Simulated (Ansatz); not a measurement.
Crystal: TiO2.

```
Ti O
1.0
     4.59984    0.00000    0.00000
     0.00000    4.59984    0.00000
     0.00000    0.00000    2.95921
Ti O
2 4
Direct
  0.00000 0.00000 0.50000
  0.50000 0.50000 0.00000
  0.30432 0.30432 0.50000
  0.19568 0.80432 0.00000
  0.80432 0.19568 0.00000
  0.69568 0.69568 0.50000
```

The cell is a database's computed one.

| Item | Value |
| --- | --- |
| Program | Ansatz 0.2.0 |
| Task | relaxation of cell and atoms |
| Functional | PBE |
| Potentials or basis | SPMS NC |
| Cutoff | 1034 eV (not typed: the program's choice for these potentials) |
| k mesh | 6 × 6 × 9 |
| Occupations | fermi-dirac, width 0.05 eV |
| Spin | no spin polarisation |

At the start: volume 10.44 Å³/atom.

Task: How do energy, volume and symmetry change on relaxing?

Result: It ends after 8 steps and the volume is 10.64 Å³/atom (+2.0 %); space group P4_2/mnm (No. 136, to 0.05 Å).

Step by step:
```tsv
step	energy change (eV)	largest force (eV/Å)	volume (Å³)
1	0.0000	0.0074	62.61
2	-0.0109	0.0614	63.41
3	-0.0116	0.0356	63.77
4	-0.0118	0.0045	63.80
5	-0.0118	0.0030	63.80
6	-0.0159	0.0028	63.80
7	-0.0158	0.0001	63.84
8	-0.0159	0.0000	63.84
```

Final structure:
```
Ti O
1.0
     4.64014    0.00000    0.00000
     0.00000    4.64014    0.00000
     0.00000    0.00000    2.96527
Ti O
2 4
Direct
  0.00000 0.00000 0.50000
  0.50000 0.50000 0.00000
  0.30510 0.30510 0.50000
  0.19490 0.80510 0.00000
  0.80510 0.19490 0.00000
  0.69490 0.69490 0.50000
```

Caveat: the plane-wave basis is chosen anew once the cell has moved, so the energies of steps on either side of that aren't comparable; the pressure holds a Pulay correction of +0.5 GPa for the finite cutoff.
